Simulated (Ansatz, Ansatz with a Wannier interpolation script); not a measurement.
# Al2O3 (Corundum): what limits a Wannier interpolation of GW

Wanted: errors and cost of interpolated bands of Al2O3 (Corundum) under coarser or faulty settings.

Method: maximally localised Wannier functions, PBE, plane waves, PAW, in Ansatz 0.2.0.

**1. The starting structure**

It takes space group R-3c (No. 167, trigonal). The conventional cell has a = 4.760 Å, b = 4.760 Å, c = 12.996 Å, α = 90.00°, β = 90.00°, γ = 120.00°. Nearest to Al lie 6 O at 1.85 to 1.97 Å. Nearest to O lie 4 Al at 1.85 to 1.97 Å. Farther neighbours and most contacts between anions are not listed.

The cell and positions come from the Crystallography Open Database and are kept as given unless a step says otherwise. The default PAW set here is soft_2. Its files were made with PBE.

**2. Wannier model on 8×8×8**

Localised functions give a small Hamiltonian that interpolates between mesh points at no cost.

input.yaml reads:

```yaml
crystal:
  lattice:
    - [2.38025, 1.3742379782, 4.3318666667]
    - [-2.38025, 1.3742379782, 4.3318666667]
    - [0.0, -2.7484759565, 4.3318666667]
  atoms:
    - { symbol: Al, position: [0.35216, 0.35216, 0.35216] }
    - { symbol: Al, position: [0.14784, 0.14784, 0.14784] }
    - { symbol: Al, position: [0.64784, 0.64784, 0.64784] }
    - { symbol: Al, position: [0.85216, 0.85216, 0.85216] }
    - { symbol: O, position: [0.55668, 0.94332, 0.25] }
    - { symbol: O, position: [0.25, 0.55668, 0.94332] }
    - { symbol: O, position: [0.94332, 0.25, 0.55668] }
    - { symbol: O, position: [0.44332, 0.05668, 0.75] }
    - { symbol: O, position: [0.75, 0.44332, 0.05668] }
    - { symbol: O, position: [0.05668, 0.75, 0.44332] }
kpoints:
  mp_grid: { grid: [4, 4, 4] }
hamiltonian:
  xc: pbe
scf:
  occupations: { method: fixed }
  n_extra_bands: 45
output:
  wannier:
    kmesh: [8, 8, 8]
    projections:
      - { species: Al, l: s, shell: 3 }
      - { species: Al, l: p, shell: 3 }
      - { species: O, l: p, shell: 2 }
    minimise: true
    write_hr: true
    seedname: w
    conv_tol: 1.0e-07
    max_iter: 4000
    disentanglement:
      window: [0.7, 25.74]
      frozen_window: [0.7, 16.97]
      conv_tol: 1.0e-08
```

Command:

```sh
> ansatz run input.yaml --threads 3 --pin off --max-ram 64512MiB --backend cuda --events-out ev --progress --plain --runs-dir out --devices 1 --max-vram 24GiB  # rebuilt from the run's record
```

Numbers of over 12 decimals in the logs are rounded to 6 here.

What it wrote:

```text
scf.n_extra_bands = 45 over 24 filled bands (N_el = 48.0): the run solves 69 bands
GPUs: using 1 of 1 available (devices: 1).
Engine: ansatz 0.2.0, x86_64-unknown-linux-gnu
Pseudopotentials: kind: paw
Pseudopotential: Al, paw, valence charge 3, recommended cutoff 420 eV (normal), Al.paw.azcp
Pseudopotential: O, paw, valence charge 6, recommended cutoff 420 eV (normal), O.paw.azcp
Functional definition: PBE
  parameter kappa = 0.804
  parameter beta = 0.066725
  exchange = pbe_x(kappa = kappa, mu = beta*pi^2/3)
  correlation = pbe_c(beta = beta)
device memory: the entry about to start is reckoned to put 2.8 GiB on a device that reports 67.4 GiB free (of which the cap on the GPU budget leaves the run 24.0 GiB)
GPU FFT provider: cuFFT
GPU libraries: cuBLAS 13.8.2, cuFFT 12.4.0, cuSOLVER 12.3.4
Crystal: 10 atoms, lattice volume = 85.018 Å³
Basis set: ecut = 420 eV, 1653 PW (Γ)
Bands: 69, of which v1, the nominal top of the filled ones, is band 24 counted from 1 (23 counted from 0)
Symmetry: 12 space group operations
Space group: R-3c (ITA 167), of the structure as read, at distance tolerance 4.4e-5 Å
k-points: 13 of 64
Non-local potential: Al, projectors of the file, l = 0: 2, l = 1: 2, l = 2: 1
Non-local potential: O, projectors of the file, l = 0: 2, l = 1: 2, l = 2: 1
PAW form: soft (Blöchl's): semilocal exchange-correlation on the pseudo side does not see the compensation charge
PAW one-centre angular grid: Al, 110 points (default); XC on 64 Gauss nodes
PAW one-centre angular grid: O, 110 points (default); XC on 64 Gauss nodes
Initial density: superposition of atomic densities (neutral atoms: chi_scale 0, normalization atom), corrected by the library's trained network
Initial wavefunctions: pseudopotential atomic-orbital guess
GPU buffer pool allocated for 46656 grid points (all kernels)
GPU transforms: local potential and band sums: pruned to the plane-wave sphere, on 36×36×36
Functional: x = pbe(κ = 0.804, μ = 0.219515), c = pbe(β = 0.066725)
SCF iter   1: F=—  HF=-5569.549827 eV  |F-HF|=—  |Δ(HF+E_count)|=         —  Δρ=1.76e-3  dr2=1.33e-3  ethr=1.77e-3  ⟨swp⟩=4.5  Hψ=3323  notcnv=0  defer=530
preconditioner: auto → Resta (q_TF=auto, 2.480 Å⁻¹)  ε∞=2.1  [insulator: Δε(μ)=6.209 eV  Ē_g=26.614 eV  n_scr=20 (ndim 8)  ℏωp=27.9 eV  f_vac=0.000  ε∞_Penn≈2.1]
SCF iter   2: F=—  HF=-5569.550041 eV  |F-HF|=—  |Δ(HF+E_count)|=   2.14e-4  Δρ=8.50e-4  dr2=2.05e-4  ethr=2.77e-6  ⟨swp⟩=2.0  Hψ=1368  notcnv=0  defer=555
SCF iter   3: F=—  HF=-5569.550625 eV  |F-HF|=—  |Δ(HF+E_count)|=   5.84e-4  Δρ=3.44e-4  dr2=3.84e-5  ethr=4.27e-7  ⟨swp⟩=2.0  Hψ=652  notcnv=0  defer=557
SCF iter   4: F=—  HF=-5569.550831 eV  |F-HF|=—  |Δ(HF+E_count)|=   2.05e-4  Δρ=5.13e-5  dr2=1.23e-6  ethr=7.99e-8  ⟨swp⟩=2.0  Hψ=686  notcnv=0  defer=539
iter 5 did not close the SCF: its close was put off for the readings that it lacked (scf_convergence_deferred on its scf_iter line)
SCF iter   5: F=-5569.550833 eV  HF=-5569.550833 eV  |F-HF|=3.05e-8  |Δ(HF+E_count)|=   2.31e-6  Δρ=8.27e-6  dr2=2.86e-8  ethr=2.57e-9  ⟨swp⟩=2.0  Hψ=705  notcnv=0  defer=544
SCF iter   6: F=-5569.550833 eV  HF=-5569.550833 eV  |F-HF|=1.49e-9  |Δ(HF+E_count)|=   3.73e-8  Δρ=1.90e-6  dr2=2.24e-9  ethr=5.96e-11  ⟨swp⟩=10.9  Hψ=6976  notcnv=0
SCF 1 converged in 6 iterations: F = -5569.550833 eV  dr2 = 2.24e-9
[...]
device memory: the entry about to start is reckoned to put 3.4 GiB on a device that reports 67.3 GiB free (of which the cap on the GPU budget leaves the run 24.0 GiB)
NSCF: frozen V_eff on 13 k-points
[...]
device memory: the entry about to start is reckoned to put 2.6 GiB on a device that reports 67.3 GiB free (of which the cap on the GPU budget leaves the run 24.0 GiB)
NSCF: frozen V_eff on 68 k-points
the Wannier pass solved 68 of the 512 points of its mesh, and has the states at the others by symmetry: states obtained by the crystal's operations at points that were solved too leave a residual of 2.32e-13 eV (read by the count's bands and the next), within 8.33e-6 eV
SCF converged after 6 iterations
Free energy (F): -5569.550833 eV
Harris-Foulkes:  -5569.550833 eV  (|F-HF|=1.49e-9)
Internal energy: -5569.550833 eV  (E = F + TS)
E sigma→0 (E₀):  -5569.550833 eV
Fermi energy:    7.750956 eV
--- Per-component energies (eV) ---
  E_band       = 66.968190
  E_kinetic    = 1184.756158
  E_local      = -1979.101054  (includes V_loc(G=0)·N_el)
  E_nonlocal   = 324.570097
  E_hartree    = 734.072328
  E_xc         = -613.960389
  E_vxc        = -697.572528  (∫ρ·V_xc dr)
  E_paw        = -2822.172579  (= ΣΔE_a)
  E_vpaw       = -233.842834  (= ΣTr[D̂ρ^β])
  E_aug_tail   = 0.015174  (compensation charges beyond the density's cutoff)
  E_ewald      = -2397.730569
  E_smearing   = -0.000000  (= −TS)
  E_closure    = 0.000000  (closes the sum)
  Σ components = -5569.550833   (vs F -5569.550833, Δ=0.00e0)
--- Band table (eV; the first three rows and the last of 13) ---
  k-point 0: bands = [... 20 lower, 7.2534, 7.7066, 7.7066, 7.7510, 13.9678, 16.9106, 18.5127, 19.2898, ... 41 higher]
  k-point 1: bands = [... 20 lower, 6.9864, 7.3014, 7.5967, 7.6382, 15.2220, 17.8162, 17.9062, 18.5497, ... 41 higher]
  k-point 2: bands = [... 20 lower, 6.8416, 6.8416, 7.4771, 7.4771, 17.2217, 17.2217, 17.4052, 17.4052, ... 41 higher]
  k-point 12: bands = [... 20 lower, 7.3684, 7.3684, 7.3684, 7.3684, 16.4293, 16.4293, 18.8590, 18.8590, ... 41 higher]
Wannier search: line search 1 of at most 4000: gauge-dependent spread (as the search counts it) 21.3109193 Å², largest recent change 2.1e1 Å² and fall left 3.6e-1 Å² against conv_tol 1.0e-7 Å², 0 stops escaped
```

Run time: 25 s. Hardware: 1 × NVIDIA H100 80GB HBM3 (shared by 3 runs) with 3 threads of AMD EPYC 7R13 (Zen 3), shared host; peak memory 1.5 GiB; 40 s of CPU time.

Numbers from this step:

```
gauge-invariant spread     : 41.90 Å²
diagonal spread            : 0.04580 Å²
off-diagonal spread        : 4.868 Å²
total spread               : 46.81 Å²
least projectability       : 0.001233
localisation steps         : 25
disentanglement steps      : 631
r.m.s. interpolation error : 2.52e-4 eV
r.m.s. error near the gap  : 2.94e-4 eV
```

Near the gap the model misses directly solved bands by 0.3 meV r.m.s. and by 3 meV at most in the window tested. This tests the starting bands, not the corrections carried with them.

**3. Wannier model on 4×4×4**

input.yaml, as its differences from that of step 2:

```diff
@@ -25,3 +25,3 @@
   wannier:
-    kmesh: [8, 8, 8]
+    kmesh: [4, 4, 4]
     projections:
```

What it wrote:

```text
[...]
GPUs: using 1 of 1 available (devices: 1).
[...]
GPU FFT provider: cuFFT
GPU libraries: cuBLAS 13.8.2, cuFFT 12.4.0, cuSOLVER 12.3.4
Crystal: 10 atoms, lattice volume = 85.018 Å³
Basis set: ecut = 420 eV, 1653 PW (Γ)
Bands: 69, of which v1, the nominal top of the filled ones, is band 24 counted from 1 (23 counted from 0)
Symmetry: 12 space group operations
[...]
k-points: 13 of 64
[...]
GPU buffer pool allocated for 46656 grid points (all kernels)
[...]
SCF iter   1: F=—  HF=-5569.549827 eV  |F-HF|=—  |Δ(HF+E_count)|=         —  Δρ=1.76e-3  dr2=1.33e-3  ethr=1.77e-3  ⟨swp⟩=4.5  Hψ=3323  notcnv=0  defer=530
[...]
SCF iter   6: F=-5569.550833 eV  HF=-5569.550833 eV  |F-HF|=1.49e-9  |Δ(HF+E_count)|=   3.73e-8  Δρ=1.90e-6  dr2=2.24e-9  ethr=5.96e-11  ⟨swp⟩=10.9  Hψ=6976  notcnv=0
SCF 1 converged in 6 iterations: F = -5569.550833 eV  dr2 = 2.24e-9
[...]
NSCF: frozen V_eff on 13 k-points
[...]
SCF converged after 6 iterations
Free energy (F): -5569.550833 eV
[...]
Internal energy: -5569.550833 eV  (E = F + TS)
E sigma→0 (E₀):  -5569.550833 eV
Fermi energy:    7.750956 eV
[...]
--- Band table (eV; the first three rows and the last of 13) ---
  k-point 0: bands = [... 20 lower, 7.2534, 7.7066, 7.7066, 7.7510, 13.9678, 16.9106, 18.5127, 19.2898, ... 41 higher]
  k-point 1: bands = [... 20 lower, 6.9864, 7.3014, 7.5967, 7.6382, 15.2220, 17.8162, 17.9062, 18.5497, ... 41 higher]
  k-point 2: bands = [... 20 lower, 6.8416, 6.8416, 7.4771, 7.4771, 17.2217, 17.2217, 17.4052, 17.4052, ... 41 higher]
  k-point 12: bands = [... 20 lower, 7.3684, 7.3684, 7.3684, 7.3684, 16.4293, 16.4293, 18.8590, 18.8590, ... 41 higher]
[...]
```

Wall time 3.5 s (1 × NVIDIA H100 80GB HBM3 (shared by 3 runs) with 3 threads); peak memory 1.1 GiB; 5.3 s of CPU time.

This step gave:

- gauge-invariant spread: 36.96 Å²
- diagonal spread: 0.03605 Å²
- off-diagonal spread: 4.886 Å²
- total spread: 41.88 Å²
- least projectability: 0.01613
- localisation steps: 18
- disentanglement steps: 259
- r.m.s. interpolation error: 0.003082 eV
- r.m.s. error near the gap: 0.002853 eV

Near the gap the model misses directly solved bands by 2.9 meV r.m.s. and by 18 meV at most in the window tested. This tests the starting bands, not the corrections carried with them.

Frozen up to 9.22 eV; above it the model need not follow the bands. The electronic bands at the labelled points (eV, zero at the valence-band top; v1 is the highest filled band, c1 the lowest empty one):

```
     point     v4     v3     v2     v1    c1     c2     c3     c4
         Γ  -0.50  -0.04  -0.04   0.00  6.22   9.16  10.76  11.54
   halfway  -0.51  -0.51  -0.11  -0.11  7.20   9.21  10.60  11.84
         T  -0.38  -0.38  -0.38  -0.38  8.68   8.68  11.16  11.16
   halfway  -0.85  -0.85  -0.54  -0.54  9.40   9.40  10.88  10.88
        H2  -0.85  -0.85  -0.51  -0.51  9.75   9.75  10.18  10.18
jump to H0  -0.85  -0.85  -0.51  -0.51  9.75   9.75  10.18  10.18
   halfway  -0.84  -0.84  -0.31  -0.31  9.39   9.39   9.89   9.89
         L  -0.91  -0.91  -0.27  -0.27  9.48   9.48   9.67   9.67
   halfway  -0.76  -0.45  -0.15  -0.11  7.47  10.07  10.33  10.86
         Γ  -0.50  -0.04  -0.04   0.00  6.22   9.16  10.76  11.54
   halfway  -0.85  -0.53  -0.18  -0.09  7.88   9.77  10.34  10.63
        S0  -0.88  -0.84  -0.56  -0.28  9.54   9.55   9.83  10.68
jump to S2  -0.88  -0.84  -0.56  -0.28  9.54   9.55   9.83  10.68
   halfway  -0.95  -0.85  -0.74  -0.27  9.66   9.80   9.99  10.43
         F  -1.03  -0.92  -0.74  -0.26  9.78   9.81   9.94  10.60
   halfway  -0.97  -0.60  -0.26  -0.17  7.73  10.14  10.29  10.86
         Γ  -0.50  -0.04  -0.04   0.00  6.22   9.16  10.76  11.54
```

The same for Kohn-Sham, solved directly:

```
point     v4     v3     v2     v1    c1    c2     c3     c4
    Γ  -0.50  -0.04  -0.04   0.00  6.22  9.16  10.76  11.54
    T  -0.38  -0.38  -0.38  -0.38  8.68  8.68  11.11  11.11
   H2  -0.85  -0.85  -0.51  -0.51  9.71  9.71  10.13  10.13
   H0  -0.85  -0.85  -0.51  -0.51  9.71  9.71  10.13  10.13
    L  -0.91  -0.91  -0.27  -0.27  9.47  9.47   9.65   9.65
    Γ  -0.50  -0.04  -0.04   0.00  6.22  9.16  10.76  11.54
   S0  -0.89  -0.84  -0.56  -0.29  9.51  9.55   9.76  10.23
   S2  -0.89  -0.84  -0.56  -0.29  9.51  9.55   9.76  10.23
    F  -1.03  -0.92  -0.74  -0.26  9.64  9.73   9.94  10.41
    Γ  -0.50  -0.04  -0.04   0.00  6.22  9.16  10.76  11.54
```

**4. A faulty Wannier input**

input.yaml, as its differences from that of step 3:

```diff
@@ -36,4 +36,4 @@
     disentanglement:
-      window: [0.7, 25.74]
-      frozen_window: [0.7, 16.97]
+      window: [0.7, 13.97]
+      frozen_window: [0.7, 13.77]
       conv_tol: 1.0e-08
```

What it wrote:

```text
scf.n_extra_bands = 45 over 24 filled bands (N_el = 48.0): the run solves 69 bands
GPUs: using 1 of 1 available (devices: 1).
Engine: ansatz 0.2.0, x86_64-unknown-linux-gnu
Pseudopotentials: kind: paw
Pseudopotential: Al, paw, valence charge 3, recommended cutoff 420 eV (normal), Al.paw.azcp
Pseudopotential: O, paw, valence charge 6, recommended cutoff 420 eV (normal), O.paw.azcp
Functional definition: PBE
  parameter kappa = 0.804
  parameter beta = 0.066725
  exchange = pbe_x(kappa = kappa, mu = beta*pi^2/3)
  correlation = pbe_c(beta = beta)
device memory: the entry about to start is reckoned to put 2.8 GiB on a device that reports 78.6 GiB free (of which the cap on the GPU budget leaves the run 24.0 GiB)
GPU FFT provider: cuFFT
GPU libraries: cuBLAS 13.8.2, cuFFT 12.4.0, cuSOLVER 12.3.4
Crystal: 10 atoms, lattice volume = 85.018 Å³
Basis set: ecut = 420 eV, 1653 PW (Γ)
Bands: 69, of which v1, the nominal top of the filled ones, is band 24 counted from 1 (23 counted from 0)
Symmetry: 12 space group operations
Space group: R-3c (ITA 167), of the structure as read, at distance tolerance 4.4e-5 Å
k-points: 13 of 64
Non-local potential: Al, projectors of the file, l = 0: 2, l = 1: 2, l = 2: 1
Non-local potential: O, projectors of the file, l = 0: 2, l = 1: 2, l = 2: 1
PAW form: soft (Blöchl's): semilocal exchange-correlation on the pseudo side does not see the compensation charge
PAW one-centre angular grid: Al, 110 points (default); XC on 64 Gauss nodes
PAW one-centre angular grid: O, 110 points (default); XC on 64 Gauss nodes
[...]
NSCF: frozen V_eff on 13 k-points
[...]
device memory: the entry about to start is reckoned to put 2.5 GiB on a device that reports 78.6 GiB free (of which the cap on the GPU budget leaves the run 24.0 GiB)
NSCF: frozen V_eff on 16 k-points
the Wannier pass solved 16 of the 64 points of its mesh, and has the states at the others by symmetry: states obtained by the crystal's operations at points that were solved too leave a residual of 2.62e-13 eV (read by the count's bands and the next), within 8.33e-6 eV
SCF converged after 6 iterations
Free energy (F): -5569.550833 eV
Harris-Foulkes:  -5569.550833 eV  (|F-HF|=1.49e-9)
Internal energy: -5569.550833 eV  (E = F + TS)
E sigma→0 (E₀):  -5569.550833 eV
Fermi energy:    7.750956 eV
--- Per-component energies (eV) ---
  E_band       = 66.968190
  E_kinetic    = 1184.756158
  E_local      = -1979.101054  (includes V_loc(G=0)·N_el)
  E_nonlocal   = 324.570097
  E_hartree    = 734.072328
  E_xc         = -613.960389
  E_vxc        = -697.572528  (∫ρ·V_xc dr)
  E_paw        = -2822.172579  (= ΣΔE_a)
  E_vpaw       = -233.842834  (= ΣTr[D̂ρ^β])
  E_aug_tail   = 0.015174  (compensation charges beyond the density's cutoff)
  E_ewald      = -2397.730569
  E_smearing   = -0.000000  (= −TS)
  E_closure    = 0.000000  (closes the sum)
  Σ components = -5569.550833   (vs F -5569.550833, Δ=0.00e0)
--- Band table (eV; the first three rows and the last of 13) ---
  k-point 0: bands = [... 20 lower, 7.2534, 7.7066, 7.7066, 7.7510, 13.9678, 16.9106, 18.5127, 19.2898, ... 41 higher]
  k-point 1: bands = [... 20 lower, 6.9864, 7.3014, 7.5967, 7.6382, 15.2220, 17.8162, 17.9062, 18.5497, ... 41 higher]
  k-point 2: bands = [... 20 lower, 6.8416, 6.8416, 7.4771, 7.4771, 17.2217, 17.2217, 17.4052, 17.4052, ... 41 higher]
  k-point 12: bands = [... 20 lower, 7.3684, 7.3684, 7.3684, 7.3684, 16.4293, 16.4293, 18.8590, 18.8590, ... 41 higher]
```

Wall time 2.2 s (1 × NVIDIA H100 80GB HBM3 (shared by 3 runs) with 3 threads); peak memory 0.95 GiB.

The self-consistent loop converged; the step after it was not made. The program's words: output.wannier: at mesh point 0 (counted from 0) output.wannier.disentanglement.window holds 19 states for 34 functions, beside 0 of inner shells that are left out. Raise the window's top, and output.wannier.disentanglement.top_band where it is typed. No Wannier file is written

The fault put into this input: an outer window with too few states.

**5. G0W0: 4×4×4 mesh, 354 empty bands, screening to 150 eV**

G0W0 replaces the xc potential by the self-energy, built once from these orbitals. Only a window of levels is corrected, while the sums run over the empty bands that the input names.

This step: G0W0 on PBE, plane waves, PAW.

input.yaml, the sections that differ from step 4:

```yaml
scf:
  occupations: { method: fixed }
gw:
  n_empty_bands: 354
  ecut_chi: 150.0
  qp_bands: [v18, c2]
  screening: { model: contour_deformation }
# crystal, kpoints, hamiltonian: as in step 4
# output: removed
```

What it wrote:

```text
GPUs: using 1 of 1 available (devices: 1).
[...]
GPU FFT provider: cuFFT
GPU libraries: cuBLAS 13.8.2, cuFFT 12.4.0, cuSOLVER 12.3.4
Crystal: 10 atoms, lattice volume = 85.018 Å³
Basis set: ecut = 420 eV, 1653 PW (Γ)
Bands: 34, of which v1, the nominal top of the filled ones, is band 24 counted from 1 (23 counted from 0)
Symmetry: 12 space group operations
[...]
k-points: 13 of 64
[...]
0    14      4.4322   -23.9025     4.6449   -17.3408  0.7962     2.4795     2.5155  root
[...]
12    23      7.3684   -26.7487     4.2949   -20.9898  0.8056     5.8894     5.9044  root
    12    24      7.3684   -26.7487     4.2949   -20.9898  0.8056     5.8894     5.9044  root
    12    25     16.4293   -10.5419    -4.2579   -16.2397  0.8439    17.8801    17.8692  root
    12    26     16.4293   -10.5419    -4.2579   -16.2397  0.8439    17.8801    17.8692  root
[key lines of the parts left out:]
SCF converged after 6 iterations
Free energy (F): -5569.550833 eV
Fermi energy:    7.750965 eV
```

Wall time 18 s (1 × NVIDIA H100 80GB HBM3 (shared by 3 runs) with 3 threads); peak memory 1.4 GiB; 30 s of CPU time.

The G0W0 gap on the mesh is 8.912 eV.

(Part 1 of 2 ends here.)

[Paths, hosts, dates, memory and timing lines, banners, echoed tables and standing remarks are left out of the program output.]

[Logs are printed without paths, hosts, clocks, repeated set-up lines and the standing remarks that a program may print on its own settings, such as how far it seeks lower states.]

[Runs of the session that timed out or met a known fault of the program may be left out.]

[Hosts, paths, dates, database ids (printed as entryN), source tags and the programs' standing remarks are cut or masked in the printed files.]
